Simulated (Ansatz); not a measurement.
**SnO2 (P4_2/mnm): the host for defect calculations**

Aim: the runs on the perfect crystal SnO2 (P4_2/mnm) that a defect calculation needs first.

Program: Ansatz 0.2.0. Level of theory: plane-wave PAW DFT, PBEsol; relaxation of the host's cell and atoms; PAW set soft_1, in the first sound run; inputs show where later runs differ. Results are calculated unless marked as measured.

### 1. Set-up

It takes space group P4_2/mnm (No. 136, tetragonal). The conventional cell has a = 4.765 Å, b = 4.765 Å, c = 3.207 Å, α = 90.00°, β = 90.00°, γ = 90.00°. Nearest to Sn lie 6 O at 2.06 to 2.07 Å. Nearest to O lie 3 Sn at 2.06 to 2.07 Å. Farther neighbours and most contacts between anions are not listed.

### 2. Host cell relaxation

Cell and atoms are relaxed together, until forces and stress fall under their thresholds.

cell/input.yaml

```yaml
crystal:
  lattice:
    - [4.764818, 0.0, 0.0]
    - [0.0, 4.764818, 0.0]
    - [0.0, 0.0, 3.2074998]
  atoms:
    - { symbol: Sn, position: [0.5, 0.5, 0.5] }
    - { symbol: Sn, position: [0.0, 0.0, 0.0] }
    - { symbol: O, position: [0.1940277, 0.8059723, 0.5] }
    - { symbol: O, position: [0.8059723, 0.1940277, 0.5] }
    - { symbol: O, position: [0.3059723, 0.3059723, 0.0] }
    - { symbol: O, position: [0.6940277, 0.6940277, 0.0] }
basis:
  ecutwfc: 420
  xc_grid: 2
hamiltonian:
  xc: pbesol
  pseudopotentials: { kind: paw, azcp: { folder: soft_1 }, xc_functional: pbe }
kpoints:
  mp_grid: { grid: [6, 6, 9] }
scf:
  occupations: { method: fixed }
  max_iter: 100
relax:
  f_tol: 0.005
  max_steps: 60
  cell: {}
output:
  forces: true
  stress: true
checkpoint:
  write: "../cell.run"
  compress: false
  write_wavefunctions: false
  write_every: 100000
```

Command:

```console
$ ansatz run input.yaml --threads 32 --pin off --max-ram 84787MiB --backend cuda --events-out ev --progress --plain --runs-dir out --max-vram 78GiB
```

Numbers of over 12 decimals in the logs are rounded to 6 here.

Output:

```text
[... repeated set-up lines and file paths are left out, and long positions are rounded to six places ...]
Engine: ansatz 0.2.0, aarch64-unknown-linux-gnu
Pseudopotentials: kind: paw
Pseudopotential: Sn, paw, valence charge 14, recommended cutoff 420 eV (normal), soft_1/Sn.paw.azcp
Pseudopotential: O, paw, valence charge 6, recommended cutoff 420 eV (normal), soft_1/O.paw.azcp
Functional definition: PBEsol
  exchange = pbesol_x
  correlation = pbesol_c
[...]
Crystal: 6 atoms, lattice volume = 72.821 Å³
Basis set: ecut = 420 eV, 1435 PW (Γ), exchange–correlation on 64×64×48 points (8 copies of the dense FFT grid, shifted against one another)
Bands: 32, of which v1, the nominal top of the filled ones, is band 26 counted from 1 (25 counted from 0)
Symmetry: 16 space group operations
Space group: P42/mnm (ITA 136), of the structure as read, at distance tolerance 4.2e-5 Å
k-points: 50 of 324
Non-local potential: Sn, projectors of the file, l = 0: 2, l = 1: 2, l = 2: 2, l = 3: 1
Non-local potential: O, projectors of the file, l = 0: 2, l = 1: 2, l = 2: 1
PAW form: soft (Blöchl's): semilocal exchange-correlation on the pseudo side does not see the compensation charge
PAW frozen core: Sn, regenerated for the run's functional, and the local potential with it (the file was generated under x = pbe(κ = 0.804, μ = 0.219515), c = pbe(β = 0.066725))
PAW frozen core: O, regenerated for the run's functional, and the local potential with it (the file was generated under x = pbe(κ = 0.804, μ = 0.219515), c = pbe(β = 0.066725))
PAW one-centre angular grid: Sn, 590 points (default); XC on 64 Gauss nodes
PAW one-centre angular grid: O, 110 points (default); XC on 64 Gauss nodes
Initial density: superposition of atomic densities (chi_scale 0.1, normalization cell, long waves kept (reshape's long-wave potential 0.00 eV rms))
Initial wavefunctions: pseudopotential atomic-orbital guess
[...]
Functional: x = pbesol(κ = 0.804, μ = 0.123457), c = pbesol(β = 0.046)
SCF iter   1: F=—  HF=-14143.802544 eV  |Δ(HF+E_count)|=         —  Δρ=6.92e-2  dr2=2.57e0  Hψ=6253
preconditioner: auto → Resta (q_TF=auto, 2.579 Å⁻¹)  ε∞=3.5  [insulator: Δε(μ)=1.325 eV  Ē_g=19.864 eV  n_scr=18 (ndim 8)  ℏωp=31.4 eV  f_vac=0.000  ε∞_Penn≈3.5]
SCF iter   2: F=—  HF=-14143.302944 eV  |Δ(HF+E_count)|=   5.00e-1  Δρ=3.50e-2  dr2=4.57e-1  Hψ=3383
SCF iter   3: F=—  HF=-14143.241614 eV  |Δ(HF+E_count)|=   6.13e-2  Δρ=1.03e-2  dr2=7.14e-2  Hψ=2375
automatic band count: iteration 3 solves 30 bands in place of 32: the levels show a gap, and the empty bands left out lie too high to hold charge; the band table lists the bands solved (type scf.n_extra_bands for more)
SCF iter   4: F=—  HF=-14143.235077 eV  |Δ(HF+E_count)|=   6.54e-3  Δρ=1.92e-3  dr2=2.06e-3  Hψ=2158
[...]
SCF iter   8: F=-14143.236967 eV  HF=-14143.236967 eV  |Δ(HF+E_count)|=   1.22e-7  Δρ=2.34e-6  dr2=3.57e-9  Hψ=5650
SCF 1 converged in 8 iterations: F = -14143.236967 eV  dr2 = 3.57e-9
  greatest PAW one-centre occupation: 0.997 electrons in one spin orbital (limit 2), on the Sn atom at site 0 (counted from 0), in its partial waves of l = 2
relax step   1: F+E_penalty+E_count = -14143.23696716 eV  Δ(F+E_penalty+E_count) = +0.000e0 eV  max|allowed force component| = 2.593e-2 eV/Å  Δτ_max = 0.0000 Å  P = +0.508 GPa  Ω = 72.821 Å³  (8 SCF iters, dr2 threshold 1.00e-7 eV, accepted)
[... the SCF cycles and remarks between the steps are left out from here to the last step ...]
relax step   2: F+E_penalty+E_count = -14143.23694322 eV  Δ(F+E_penalty+E_count) = +2.394e-5 eV  max|allowed force component| = 5.616e-3 eV/Å  Δτ_max = 0.0027 Å  P = +0.022 GPa  Ω = 72.990 Å³  energy of the carried Pulay correction = -4.132e-4 eV  (4 SCF iters, dr2 threshold 6.00e-7 eV, accepted)
relax step   3: F+E_penalty+E_count = -14143.23698640 eV  Δ(F+E_penalty+E_count) = -4.319e-5 eV  max|allowed force component| = 4.621e-3 eV/Å  Δτ_max = 0.0008 Å  P = -0.002 GPa  Ω = 73.008 Å³  energy of the carried Pulay correction = -4.569e-4 eV  (3 SCF iters, dr2 threshold 9.94e-8 eV, accepted)
relax step   4: F+E_penalty+E_count = -14143.23698161 eV  Δ(F+E_penalty+E_count) = +4.791e-6 eV  max|allowed force component| = 2.709e-3 eV/Å  Δτ_max = 0.0001 Å  P = -0.003 GPa  Ω = 73.013 Å³  energy of the carried Pulay correction = -4.695e-4 eV  (3 SCF iters, dr2 threshold 1.13e-8 eV, accepted)
[...]
iter 1 solved again at ethr=2.30e-8 eV; its pass at ethr=3.10e-3 eV (dr2=1.20e-5 eV) is discarded
SCF iter   1: F=—  HF=-14143.237307 eV  |Δ(HF+E_count)|=         —  Δρ=3.16e-5  dr2=4.72e-8  Hψ=11182
[...]
SCF iter   2: F=—  HF=-14143.237446 eV  |Δ(HF+E_count)|=   1.40e-4  Δρ=1.56e-5  dr2=1.09e-8  Hψ=2932
SCF iter   3: F=—  HF=-14143.237447 eV  |Δ(HF+E_count)|=   7.71e-7  Δρ=3.50e-6  dr2=7.31e-10  Hψ=1996
SCF iter   4: F=-14143.237447 eV  HF=-14143.237447 eV  |Δ(HF+E_count)|=   3.44e-8  Δρ=2.71e-7  dr2=2.52e-11  Hψ=10097
SCF 5 converged in 4 iterations: F = -14143.237447 eV  dr2 = 2.52e-11
relax step   5: F+E_penalty+E_count = -14143.23744719 eV  Δ(F+E_penalty+E_count) = -4.656e-4 eV  max|allowed force component| = 2.716e-3 eV/Å  Δτ_max = 0.0000 Å  P = +0.011 GPa  Ω = 73.013 Å³  stress off target by 3.40e-2 GPa  SCF on the basis re-selected at this cell (its energy is not comparable with the rows above)  (4 SCF iters)
basis re-selected at this cell: Δ(F+E_penalty+E_count) = -4.656e-4 eV, ΔP = +0.013 GPa vs the last step (what re-selecting the basis moved, of the pressure what is left beyond the Pulay correction that the steps carried, after the strain that the cell walked [...]
SCF converged after 4 iterations
Free energy (F): -14143.237447 eV
Harris-Foulkes:  -14143.237447 eV  (|F-HF|=1.07e-10)
Internal energy: -14143.237447 eV  (E = F + TS)
E sigma→0 (E₀):  -14143.237447 eV
Fermi energy:    9.130906 eV
--- Per-component energies (eV) ---
  E_band       = -133.811509
  E_kinetic    = 1015.120365
  E_local      = -3198.456364  (includes V_loc(G=0)·N_el)
  E_nonlocal   = 505.972971
  E_hartree    = 1449.202269
  E_xc         = -530.120326
  E_vxc        = -521.862761  (∫ρ·V_xc dr)
  E_paw        = -9229.311581  (= ΣΔE_a)
  E_vpaw       = -832.994282  (= ΣTr[D̂ρ^β])
  E_aug_tail   = 0.003906  (compensation charges beyond the density's cutoff)
  E_ewald      = -4156.359518
  E_core_change = 0.710831  (= ΣΔE_core)
  E_smearing   = -0.000000  (= −TS)
  E_closure    = -0.000000  (closes the sum)
  Σ components = -14143.237447   (vs F -14143.237447, Δ=0.00e0)
--- Forces (eV/Å), atoms counted from 1 ---
  atom   1  Sn     0.00000000     0.00000000     0.00000000
  atom   2  Sn     0.00000000     0.00000000     0.00000000
  atom   3  O     -0.00271553     0.00271553     0.00000000
  atom   4  O      0.00271553    -0.00271553     0.00000000
  atom   5  O      0.00271553     0.00271553     0.00000000
  atom   6  O     -0.00271553    -0.00271553     0.00000000
  max |Σ_I F_I| component: 1.73e-18 eV/Å
--- Stress (GPa, compression-positive) ---
        0.033016       0.000000       0.000000
        0.000000       0.033016       0.000000
        0.000000       0.000000      -0.034006
  P = ⅓ Tr σ = 0.0107 GPa (0.107 kbar)
--- Band table (eV; the first three rows and the last of 50) ---
  k-point 0: bands = ["-11.8868", "-11.1467", "-10.8980", "-10.8743", "-10.8743", "-10.7984", "-10.7537", "-10.6698", "-10.6413", [... rest cut ...]
  k-point 1: bands = ["-11.8302", "-11.0793", "-10.9864", "-10.9864", "-10.8765", "-10.8087", "-10.7490", "-10.6702", "-10.6574", [... rest cut ...]
--- Relaxed structure (4 steps of the walk, 4 accepted, 1 SCFs on fresh bases) ---
  F+E_penalty+E_count = -14143.23744719 eV   max|allowed force component| = 2.716e-3 eV/Å   (the final SCF, on the basis selected at the relaxed cell)
  cell:  # Å, volume = 73.0131 Å³
    - [4.767812, 0, 0.0]
    - [0, 4.767812, 0.0]
    - [0.0, 0.0, 3.211903]
  atoms:
    - { symbol: Sn, position: [0.500000, 0.500000, 0.500000] }
    - { symbol: Sn, position: [0, 0, 0.0] }
    - { symbol: O, position: [0.193728, 0.806272, 0.500000] }
    - { symbol: O, position: [0.806272, 0.193728, 0.500000] }
    - { symbol: O, position: [0.306272, 0.306272, 0.0] }
    - { symbol: O, position: [0.693728, 0.693728, 0.0] }
```

Run time: 2.9 s. Hardware: 1 × NVIDIA GB200 with 32 threads of Arm Neoverse V2, shared host; peak memory 0.95 GiB; 9.3 s of CPU time.

The steps of the relaxation:

```
step  energy less that of the first step (eV)  largest force component (eV/Å)  pressure (GPa)  volume (Å³)
   1                                   0.0000                          0.0259            0.51        72.82
   2                                   0.0000                          0.0056            0.02        72.99
   3                                   0.0000                          0.0046            0.00        73.01
   4                                   0.0000                          0.0027            0.00        73.01
  5*                                  -0.0005                          0.0027            0.01        73.01
```

Relaxation steps marked * repeat the geometry before them on a plane-wave basis chosen anew for their cell, so energy and pressure can jump there.

Forces are held to the 16 operations that the run works with; a distortion that breaks them can't arise in this run.

```
conventional cell, symmetrised  before  after  change
                         a (Å)   4.765  4.768  +0.1 %
                         b (Å)   4.765  4.768  +0.1 %
                         c (Å)   3.207  3.212  +0.1 %
              volume (Å³/atom)   12.14  12.17  +0.3 %
```

Final coordinates:

```xyz
6
Lattice="4.7678 0.0000 0.0000 0.0000 4.7678 0.0000 0.0000 0.0000 3.2119" Properties=species:S:1:pos:R:3 pbc="T T T"
Sn    2.3839    2.3839    1.6060
Sn    0.0000    0.0000    0.0000
O     0.9237    3.8441    1.6060
O     3.8441    0.9237    1.6060
O     1.4602    1.4602    0.0000
O     3.3076    3.3076    0.0000
```

Numbers from this step:

```yaml
pressure: 0.01068 GPa
```

### 3. Dielectric tensors of the host

The response to a uniform electric field gives the electronic dielectric tensor.

This step: plane-wave PAW DFPT, PBEsol; dielectric tensors, Born charges and zone-centre modes of the host; PAW set soft_1 (Ansatz 0.2.0).

eps/input.yaml

```yaml
crystal:
  lattice:
    - [4.7678118222, 0.0, 0.0]
    - [0.0, 4.7678118222, 0.0]
    - [0.0, 0.0, 3.2119026566]
  atoms:
    - { symbol: Sn, position: [0.5, 0.5, 0.5] }
    - { symbol: Sn, position: [0.0, 0.0, 0.0] }
    - { symbol: O, position: [0.193727843, 0.806272157, 0.5] }
    - { symbol: O, position: [0.806272157, 0.193727843, 0.5] }
    - { symbol: O, position: [0.306272157, 0.306272157, 0.0] }
    - { symbol: O, position: [0.693727843, 0.693727843, 0.0] }
basis:
  ecutwfc: 420
hamiltonian:
  xc: pbesol
  pseudopotentials: { kind: paw, azcp: { folder: soft_1 }, xc_functional: pbe }
kpoints:
  mp_grid: { grid: [5, 5, 7] }
scf:
  occupations: { method: fixed }
  max_iter: 100
phonons:
  method: dfpt
  dielectric: true
  rigid_motions: translations
```

Output:

```text
[...]
Crystal: 6 atoms, lattice volume = 73.013 Å³
Basis set: ecut = 420 eV, 1435 PW (Γ), exchange–correlation on 64×64×48 points (8 copies of the dense FFT grid, shifted against one another)
Bands: 32, of which v1, the nominal top of the filled ones, is band 26 counted from 1 (25 counted from 0)
Symmetry: 16 space group operations
k-points: 88 of 175 (irreducible under 1 space group operation, time reversal used)
[...]
SCF iter   1: F=—  HF=-14143.798405 eV  |Δ(HF+E_count)|=         —  Δρ=6.90e-2  dr2=2.55e0  Hψ=10900
[...]
SCF iter   2: F=—  HF=-14143.303003 eV  |Δ(HF+E_count)|=   4.95e-1  Δρ=3.49e-2  dr2=4.57e-1  Hψ=5946
[...]
SCF iter  10: F=-14143.237194 eV  HF=-14143.237194 eV  |Δ(HF+E_count)|=  9.46e-11  Δρ=7.13e-8  dr2=1.97e-12  Hψ=19266
SCF 1 converged in 10 iterations: F = -14143.237194 eV  dr2 = 1.97e-12
[...]
the response reads at least the filled bands of the reference SCF and the lowest empty band at each k-point, and that SCF's band table does not vouch for those bands. The notice of the band table in this run's record says why
[...]
NSCF: frozen V_eff on 1 k-points
[...]
NSCF: frozen V_eff on 24 k-points, pencils in batches of 32, up to order 128
[...]
DFPT response loops at q = (0, 0, 0) (fractional): preconditioner auto → Resta (q_TF=auto, 2.578 Å⁻¹)  ε∞=8.1 (no band partly filled); β = 1.00, the filter's whole step (`scf.mixing.beta` (0.50) is not read by the response loops at its default; [...]
[...]
DFPT response loops at Γ: preconditioner auto → Resta (q_TF=auto, 2.578 Å⁻¹)  ε∞=8.1 (no band partly filled); β = 1.00, the filter's whole step (`scf.mixing.beta` (0.50) is not read by the response loops at its default; [...]
── the response to a field inside a basis, on 8×8×12 k-points: an SCF that follows is theirs, and a resumed run solves both again ──
[...]
Bands: 27, of which v1, the nominal top of the filled ones, is band 26 counted from 1 (25 counted from 0)
k-points: 60 of 768
[...]
Eigensolver: Dense (60 Hₖ)
[...]
SCF 1 converged in 4 iterations: F = -14143.141844 eV  dr2 = 6.75e-8
[...]
SCF converged after 10 iterations
[...]
--- Phonons (Γ-DFPT): 4 representative perturbations + reference (Σ response iterations 21) ---
  k mesh reduced under 1 symmetry operation, with k and −k counted as one. Each operation leaves every solved perturbation unchanged. A smaller set is not considered because the run solves the response to a homogeneous field
  ASR residual: 2.762e-5 → 0.000e0 eV/Å²; symmetrization residual: 2.592e-10 eV/Å²
  ASR residual per site (eV/Å²): 1.56e-5 1.56e-5 2.76e-5 2.76e-5 2.76e-5 2.76e-5
  Γ frequencies (cm⁻¹): 0.00 0.00 0.00 103.68 143.31 219.69 219.69 271.47 271.47 341.94 447.68 453.43 453.43 545.01 575.67 575.67 607.03 732.51
  ε∞ (high-frequency dielectric tensor):
        4.598334     0.000000     0.000000
        0.000000     4.598334     0.000000
        0.000000     0.000000     4.907023
  ε⁰ (static dielectric tensor: ions relaxed, cell fixed):
       13.480646    -0.000000     0.000000
       -0.000000    13.480646     0.000000
        0.000000     0.000000    10.415323
  ε⁰ − ε∞ (ionic part):
        8.882312    -0.000000     0.000000
       -0.000000     8.882312     0.000000
        0.000000     0.000000     5.508300
  softest optical mode at Γ: 103.68 cm⁻¹; the repairs (sum rule, projections) moved no ω² at Γ by more than (0.73 cm⁻¹)²
  Born effective charges Z* (e; rows j = field, columns β = displacement):
    site 0:
         4.13426   -0.49167    0.00000
        -0.49167    4.13426    0.00000
         0.00000    0.00000    4.54350
    site 1:
         4.13426    0.49167    0.00000
         0.49167    4.13426    0.00000
         0.00000    0.00000    4.54350
    site 2:
        -2.06713    0.75985   -0.00000
         0.75985   -2.06713   -0.00000
        -0.00000   -0.00000   -2.27175
    site 3:
        -2.06713    0.75985   -0.00000
         0.75985   -2.06713   -0.00000
        -0.00000   -0.00000   -2.27175
    site 4:
        -2.06713   -0.75985   -0.00000
        -0.75985   -2.06713   -0.00000
        -0.00000   -0.00000   -2.27175
    site 5:
        -2.06713   -0.75985   -0.00000
        -0.75985   -2.06713   -0.00000
        -0.00000   -0.00000   -2.27175
  Z* charge neutrality: 1.131e-2 e pre-enforcement
  solved inside a basis spanned on kpoints, on 8×8×12 k-points, its susceptibility summed on 10×10×14: ε∞ is read to err by 2.6e-2, Z* by 3.2e-2 e (field_mesh: kpoints solves on kpoints); Z* is corrected for what the basis lacks
  optical modes at Γ without the LO–TO term, one row a degenerate level:
      ω (cm⁻¹)  modes    IR ((D/Å)²/amu)
        103.68      1             0.0000
        143.31      1             0.0000
        219.69      2            19.6146
        271.47      2             4.8726
        341.94      1             0.0000
        447.68      1            37.7920
        453.43      2             0.0000
        545.01      1             0.0000
        575.67      2            44.9427
        607.03      1             0.0000
        732.51      1             0.0000
  optical modes at Γ + LO–TO along q̂ = [1.0000, 0.0000, 0.0000]:
      ω (cm⁻¹)  modes    IR ((D/Å)²/amu)
        103.68      1             0.0000
        143.31      1             0.0000
[...]
optical modes at Γ + LO–TO along q̂ = [0.0000, 1.0000, 0.0000]:
      ω (cm⁻¹)  modes    IR ((D/Å)²/amu)
[...]
732.51      1             0.0000
  optical modes at Γ + LO–TO along q̂ = [0.0000, 0.0000, 1.0000]:
      ω (cm⁻¹)  modes    IR ((D/Å)²/amu)
        103.68      1             0.0000
        143.31      1             0.0000
        219.69      2            19.6146
        271.47      2             4.8726
        341.94      1             0.0000
        453.43      2             0.0000
        545.01      1             0.0000
        575.67      2            44.9427
        607.03      1             0.0000
        652.23      1            37.7920
        732.51      1             0.0000
```

Run time: 10 s. Hardware: 1 × NVIDIA GB200 with 32 threads; peak memory 1.9 GiB; 74 s of CPU time.

The column dr2 measures how far the density is from self-consistency, as an energy; F and HF (Harris–Foulkes) agree once it is small.

Electronic dielectric tensor:

```
4.60 0.00 0.00
0.00 4.60 0.00
0.00 0.00 4.91
```

Static dielectric tensor:

```
13.48  0.00  0.00
 0.00 13.48  0.00
 0.00  0.00 10.42
```

The principal values of the electronic dielectric tensor are 4.60, 4.60 and 4.91. The principal values of the static dielectric tensor are 10.42, 13.48 and 13.48.

(Part 1 of 2 ends here.)

[Logs are printed without paths, hosts, clocks, repeated set-up lines and the standing remarks that a program may print on its own settings, such as how far it seeks lower states.]

[Hosts, paths, dates, database ids (printed as entryN), source tags and the programs' standing remarks are cut or masked in the printed files.]

[Runs of the host that timed out are not shown.]

[For some hosts the program warned that the k-mesh of the response run may be too coarse for force constants and the static dielectric constant; such warnings are not always shown.]

[The program warned that the k-mesh of a response run behind this text may be too coarse: force constants, and the static dielectric constant and all else formed from them, are not shown converged.]
